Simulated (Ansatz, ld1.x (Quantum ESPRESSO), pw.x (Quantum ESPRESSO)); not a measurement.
Tl: one change to the RRKJ potential, in the atom and in the fcc crystal

| Property | Result |
| --- | --- |
| Element | thallium (Tl) |
| Generator | ld1.x (Quantum ESPRESSO) 7.5 |
| Type | norm-conserving RRKJ (Kleinman–Bylander form) |
| Functional | LDA (PW92) |
| Relativity | scalar-relativistic |
| Frozen core | [Xe] 4f14 |
| Valence charge | 13 |
| Reference configuration | 5d10 6s2 6p0.5 (charge +0.5) |
| Partial waves | 6p (bound): rc 2.20 bohr; 5d (bound): rc 2.20 bohr; 6s (bound): rc 1.85 bohr |
| Local potential | the s channel |
| Core correction | none |
| rho0 | 0.02 |

Change: all radii scaled by about 1.34 (s 2.48, p 2.94, d 2.94 bohr).

Cutoffs, loose and tight: the cutoffs (Ry, on a coarse ladder) from which the occupation-weighted sum of valence levels, in a spherical-Bessel basis at the reference potential, stays within 10 and 1 mRy of its value at 400 Ry. They do not see the model core or the augmentation charge, which bear on the density cutoff. Test errors are all-electron minus pseudo excitation energies from the reference, over the configurations 5d10 6s2 6p1; 5d10 6s2 6p0; 5d10 6s1 6p0; 5d10 6s0 6p0; 5d10 6s1 6p1; 5d9 6s2 6p1; 5d10 6s2 6p1.3 (two spin-polarised tests are not counted in the largest error); variants that change the core or the reference have their own tests.

Crystal test: fcc Tl in pw.x 7.5, no spin, 12³ k-points, Fermi–Dirac smearing 0.01 Ry, cutoffs set for each file from its atomic test. The reference is all-electron LAPW (Ansatz 0.2.0) with the same functional, mesh and smearing; V0 and B0 come from Birch–Murnaghan fits to the pressures at five volumes. Errors are pseudo minus all-electron; Δ is the rms difference of the E(V) curves that follow from these fits, minima aligned, over ±6 % about the mean V0. Mesh and smearing are coarse, so the numbers serve the comparison and aren't converged zero-temperature values; the lattice is a test structure that the element need not adopt.

All-electron: a0 = 4.771 Å (V0 = 27.16 Å³/atom), B0 = 43.0 GPa.

**Question.** Does the change bring the crystal closer to the all-electron result?

**Answer.** The mean pressure error goes from +0.52 to +1.59 GPa, so the change moves the solid further from the all-electron pressures. At 80 % of its cutoff the pressure of the base moves by -0.54 GPa.

```tsv
quantity	base	changed
outcome (atom)	generated	generated
cutoff, loose (atom)	40 Ry	21 Ry
cutoff, tight (atom)	50 Ry	35 Ry
bound ghosts (atom)	none	none
largest test error (meV) (atom)	-43	9 of 9 tests not solved or not reliable
cutoffs in pw.x (Ry)	60/240	45/180
a0 (Å)	4.790	4.827
a0 error (%)	+0.39	+1.16
B0 error (%)	-0.6	-3.3
Δ (meV/atom)	3.0	8.9
mean pressure error (GPa)	+0.52	+1.59
```

Changed file: This is a poor potential for the solid. Atomic configuration tests: 9 of 9 tests not solved or not reliable.
